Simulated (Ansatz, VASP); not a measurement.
# Two plane-wave programs on SnTe

```
CELL_PARAMETERS angstrom
0.00000 3.15085 3.15085
3.15085 0.00000 3.15085
3.15085 3.15085 0.00000
ATOMIC_POSITIONS crystal
Te 0.50000 0.50000 0.50000
Sn 0.00000 0.00000 0.00000
```

Alike in both runs: task single point; functional RPBE; k mesh 7 × 7 × 7; occupations gaussian, width 0.02 eV; no spin polarisation.

|  | VASP | Ansatz |
| --- | --- | --- |
| version | VASP 6.6.1 | Ansatz 0.2.0 |
| potentials or method | VASP PAW PBE potentials, release 64 (Te, Sn_d) | Ansatz PAW |
| plane-wave cutoff (eV) | 520 | 420 |
| valence electrons in the cell | 20 | 30 |

```csv
,VASP,Ansatz,Ansatz less VASP
gap on the k mesh at the Fermi level (eV),0.66,0.66,+0.001
least direct gap on the mesh (eV),0.66,0.66,+0.001
pressure (GPa),3.6,3.7,+0.03
```

The two sets of potentials don't hold the same shells in valence.

Caveats: the PAW data sets were made with another functional, which shifts forces and pressure a little (VASP); the PAW data sets come from PBE, with cores solved anew for the run's functional, which leaves a small shift of forces and pressure (Ansatz). The runs have no spin-orbit coupling, so splittings on Te are missing.
